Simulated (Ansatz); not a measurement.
# BeS: the cost of one run

Program: Ansatz 0.2.0. Level of theory: DFT PBE, scalar-relativistic, plane waves, PAW. These are calculated values, not measurements.

The COD entry's cell or inner coordinates are ideal or old and differ from later refinements, so a difference from it is no clean test against experiment.

## Step 1: The starting structure

It takes space group F-43m (No. 216, cubic). Conventional cell: a = 4.876 Å, b = 4.876 Å, c = 4.876 Å, α = 90.00°, β = 90.00°, γ = 90.00°. Be (site symmetry -43m) has 4 S at 2.11 Å as nearest neighbours. S (site symmetry -43m) is surrounded by 4 Be at 2.11 Å.

Coordinates:

```cif
data_structure
_symmetry_space_group_name_H-M 'P 1'
_symmetry_Int_Tables_number 1
_cell_length_a 3.4479
_cell_length_b 3.4479
_cell_length_c 3.4479
_cell_angle_alpha 60.000
_cell_angle_beta 60.000
_cell_angle_gamma 60.000
_cell_volume 28.98
loop_
_atom_site_label
_atom_site_type_symbol
_atom_site_fract_x
_atom_site_fract_y
_atom_site_fract_z
_atom_site_occupancy
Be1 Be 0.00000 0.00000 0.00000 1
S1 S 0.75000 0.75000 0.75000 1
```

An earlier run at PBE left this cell at 14.492 Å³/atom and 0.00 GPa (12×12×12 mesh), gap on the mesh 3.15 eV.

## Step 2: Formal polarisation by the Berry phase

Input file input.yaml:

```yaml
crystal:
  lattice:
    - [0.0, 2.4380427912, 2.4380427912]
    - [2.4380427912, 0.0, 2.4380427912]
    - [2.4380427912, 2.4380427912, 0.0]
  atoms:
    - { symbol: Be, position: [0.0, 0.0, 0.0] }
    - { symbol: S, position: [0.75, 0.75, 0.75] }
basis:
  ecutwfc: 420
  ecutrho_ratio: 4
kpoints:
  mp_grid: { grid: [12, 12, 12] }
hamiltonian:
  xc: pbe
scf:
  occupations: { method: fixed }
  convergence: { dr2_threshold: 1.0e-11 }
output:
  forces: true
  stress: true
  eigenvalues: true
  polarization: {}
```

The run is started by

```bash
> ansatz run input.yaml --threads 4 --pin off --max-ram 9216MiB --backend cpu --events-out ev --progress --plain --runs-dir out
```

What time and memory should one allow on 4 threads of Arm Neoverse V2, shared host?

About 1.7 s, with a peak of 0.29 GiB.
